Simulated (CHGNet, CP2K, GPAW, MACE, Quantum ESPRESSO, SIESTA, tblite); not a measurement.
# Twisted Ti2CO2 MXene bilayer, 21.79° (70 atoms): other programs against plane waves

One geometry of twisted Ti2CO2 MXene bilayer, 21.79° (70 atoms) is solved by several programs and methods. How far do their forces lie from a plane-wave PBE run?

Results are calculated, not measured.

### 1. The cell

The cell holds 70 atoms (14 C, 28 Ti and 28 O), with edges of 8.02, 8.02 and 23.63 Å. Recipe: Ti2CO2 MXene (a = 3.03 Å) under Ti2CO2 MXene (a = 3.03 Å), bilayer, commensurate cell of 7 unit cells a layer, twist 21.79 deg; facing planes 2.75 Å apart; 12 Å of vacuum; layers as built, displaced by a Gaussian of 0.01 Å. Then every atom was moved at random, 0.05 Å r.m.s. a Cartesian component.

### 2. The reference input

Quantum ESPRESSO 7.5: Kohn-Sham DFT, PBE, SSSP efficiency 1.3.0 pseudopotentials, plane waves. Its input, pw.in:

```
&control
  calculation = 'scf'
  pseudo_dir = './pseudo'
  outdir = './tmp'
  disk_io = 'none'
  tprnfor = .true.
/
&system
  ibrav = 0
  nat = 70
  ntyp = 3
  ecutwfc = 60
  ecutrho = 480
  nosym = .true.
  occupations = 'smearing'
  smearing = 'fd'
  degauss = 0.003675
/
&electrons
  conv_thr = 3.5e-07
  electron_maxstep = 100
  mixing_beta = 0.2
  mixing_mode = 'local-TF'
  diagonalization = 'david'
/
ATOMIC_SPECIES
C 12.011 C.upf
Ti 47.867 Ti.upf
O 15.999 O.upf
CELL_PARAMETERS angstrom
8.01660 0.00000 0.00000
-4.00830 6.94258 0.00000
0.00000 0.00000 23.63000
ATOMIC_POSITIONS crystal
C 0.98830 0.99363 0.34850
Ti 0.18002 0.22761 0.40413
Ti 0.23577 0.05097 0.29044
O 0.23918 0.04849 0.43997
[... 64 atom lines left out ...]
O 0.04149 0.22619 0.74600
O 0.09672 0.48638 0.55673
K_POINTS gamma
```

```console
$ OMP_NUM_THREADS=1 mpirun -np 4 pw.x -in pw.in > output.txt
```

It took 12 min on 4 MPI ranks of Arm Neoverse N1, shared host; peak memory 4.4 GiB.

It converged with an r.m.s. force component of 0.80 eV/Å.

### 3. The other programs

- CHGNet: machine-learned potential, published weights.
- CP2K 2026.2: Gaussian basis with GTH pseudopotentials and a plane-wave density; labels give functional, basis (MOLOPT sets; SR short-range, UZH the newer set with its own potentials), grid cutoff/relative cutoff and solver (OT: orbital transformation; TRS4, TC2, SIGN: linear-scaling purification with its sparsity filter), or its built-in tight binding.
- GPAW 26.7.0: PAW with atomic orbitals (LCAO), plane waves or a real-space grid of spacing h.
- MACE: machine-learned potential, published weights.
- SIESTA 5.4.2: numerical atomic orbitals, whose automatically made sets are far from complete, with PseudoDojo norm-conserving potentials that we converted to its format (checked against plane waves on the same files for H, C, O, Si, Ge and Ca alone); labels give functional, basis size, energy shift and mesh cutoff.

All use the same cell and atoms, and the electronic-structure runs the same k-mesh.

### 4. Side by side

Differences are against the reference: forces as r.m.s. over components, share as that over the reference's r.m.s. force, slope as the fitted ratio of a run's forces to the reference's.

```
                                                          run  Δ force, r.m.s. (meV/Å)  share (%)  slope  cores  CPU time  memory (GiB)
                                                    reference                        -          -      -      4    49 min           4.4
                                      CHGNet r2SCAN potential                      414       52.0  0.516      1     6.3 s           1.2
CP2K PBE, DZVP-MOLOPT-SR, 400/50 Ry, diagonalisation (coarse)                     56.7       7.11  1.027      2    14 min           2.6
         CP2K PBE, DZVP-MOLOPT-SR, 800/50 Ry, diagonalisation                     26.7       3.35  1.023      4    17 min           8.2
 CP2K PBE, SZV-MOLOPT-SR, 800/50 Ry, diagonalisation (coarse)                      277       34.7  1.075      2    12 min           6.6
CP2K PBE, TZVP-MOLOPT (SR for Ti), 800/50 Ry, diagonalisation                     26.6       3.34  1.021      4    36 min           9.4
                                 GPAW PBE, plane waves 550 eV                     55.6       6.98  1.036      2    18 min           1.8
                                 MACE MP-0b3 medium potential                      412       51.8  0.749      1      12 s          0.95
                                  MACE MPA-0 medium potential                      245       30.8  0.927      1      12 s          0.95
          SIESTA PBE, DZ, shift 0.01 Ry, mesh 500 Ry (coarse)                      158       19.9  0.989      2   6.9 min           1.3
                  SIESTA PBE, DZP, shift 0.01 Ry, mesh 200 Ry                     83.5       10.5  1.029      2   4.9 min           0.8
                  SIESTA PBE, DZP, shift 0.01 Ry, mesh 500 Ry                     82.6       10.4  1.030      2    15 min           1.8
```

Rows marked coarse were listed beforehand as settings not expected to be converged; some can still land near the reference.

Times of the machine-learned potentials are mostly Python's start and the loading of weights.

Runs without a result: GPAW PBE, LCAO dzp, h 0.18 Å (cut off at its time limit); SIESTA PBE, SZ, shift 0.01 Ry, mesh 500 Ry (cut off at its time limit); GPAW PBE, LCAO dzp, h 0.16 Å (cut off at its time limit).

At other geometries of this session 3 more runs gave no result.

CPU time is summed over cores on shared hosts, so it is rough.

### 5. What came out

Forces lie from 3.3 % (CP2K PBE, TZVP-MOLOPT (SR for Ti), 800/50 Ry, diagonalisation) to 52 % (CHGNet r2SCAN potential) of the reference's r.m.s. force of 0.80 eV/Å away from it. Other PBE runs on plane waves or a grid: GPAW PBE, plane waves 550 eV 7.0 % of the r.m.s. force; potentials, cutoffs or grids differ between them, and this table alone doesn't tell which side is nearer the exact PBE result. The PBE runs in local orbitals, coarse settings apart, differ by 3.3 % (CP2K PBE, TZVP-MOLOPT (SR for Ti), 800/50 Ry, diagonalisation) to 10 % (SIESTA PBE, DZP, shift 0.01 Ry, mesh 200 Ry); basis, grid and potentials can all enter. Machine-learned potentials differ by 31 % (MACE MPA-0 medium potential) to 52 % (CHGNet r2SCAN potential); they were trained on other programs' data, some at another functional. Among those trained on PBE data the slope goes as low as 0.75, with a correlation of 0.86, so directions differ as well as sizes.

Runs with settings chosen to be coarse differ by 7.1 % (CP2K PBE, DZVP-MOLOPT-SR, 400/50 Ry, diagonalisation) to 35 % (CP2K PBE, SZV-MOLOPT-SR, 800/50 Ry, diagonalisation), their programs' other errors included. From CP2K PBE, DZVP-MOLOPT-SR, 400/50 Ry, diagonalisation to the finer CP2K PBE, DZVP-MOLOPT-SR, 800/50 Ry, diagonalisation the share falls from 7.1 to 3.3 %. From SIESTA PBE, DZP, shift 0.01 Ry, mesh 200 Ry to the finer SIESTA PBE, DZP, shift 0.01 Ry, mesh 500 Ry the share goes from 10.5 to 10.4 %, so the grid isn't what parts these runs from the reference.

Caveats: Machine-learned potentials mimic data converged in k, so the reference's own k-point error enters their differences. The reference's PBE has no dispersion term, which matters for the binding between molecules or layers. The runs have no spin polarisation, so moments on Ti can't form, and no Hubbard term. The electronic-structure runs sample only Γ, in a cell whose shortest periodic width is 7 Å. The slab repeats along its normal with no dipole correction. Where levels are smeared, the DFT runs use Fermi–Dirac occupations at 580 K (0.05 eV), and energies are free energies. The atoms were displaced at random, and shares hang on the size of the forces that this gives. The reference's cutoffs and mesh weren't converged further here.

[Logs are printed without paths, hosts, clocks, repeated set-up lines and the standing remarks that a program may print on its own settings, such as how far it seeks lower states.]

[Hosts, paths, dates, database ids (printed as entryN), source tags and the programs' standing remarks are cut or masked in the printed files.]

[Cells were taken only where this reference lay near another plane-wave run.]
